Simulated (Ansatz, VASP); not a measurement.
## One calculation of Fe, two programs

```xyz
1
Lattice="0.0000 1.7775 1.7775 1.7775 0.0000 1.7775 1.7775 1.7775 0.0000" Properties=species:S:1:pos:R:3 pbc="T T T"
Fe    0.0000    0.0000    0.0000
```

Alike in both runs: task single point; functional PBE; k mesh 12 × 12 × 12; occupations fermi-dirac, width 0.1 eV; collinear spin.

|  | VASP | Ansatz |
| --- | --- | --- |
| version | VASP 6.6.1 | Ansatz 0.2.0 |
| potentials or method | VASP PAW PBE potentials, release 64 (Fe) | PAW, plane waves, scalar-relativistic |
| plane-wave cutoff (eV) | 520 | 420 |
| valence electrons in the cell | 8 | 16 |

|  | VASP | Ansatz | Ansatz less VASP |
| --- | --- | --- | --- |
| pressure (GPa) | -8.3 | -9.1 | -0.73 |
| net moment per atom (μB) | 1.46 | 1.39 | -0.070 |
| size of the moment on the site where the two differ most (μB) | 1.46 | 1.42 | -0.039 |

Site moments also hang on the region over which each program counts them. The functional is the same, so the differences come from potentials, cutoffs and numerics. The two sets of potentials don't hold the same shells in valence.
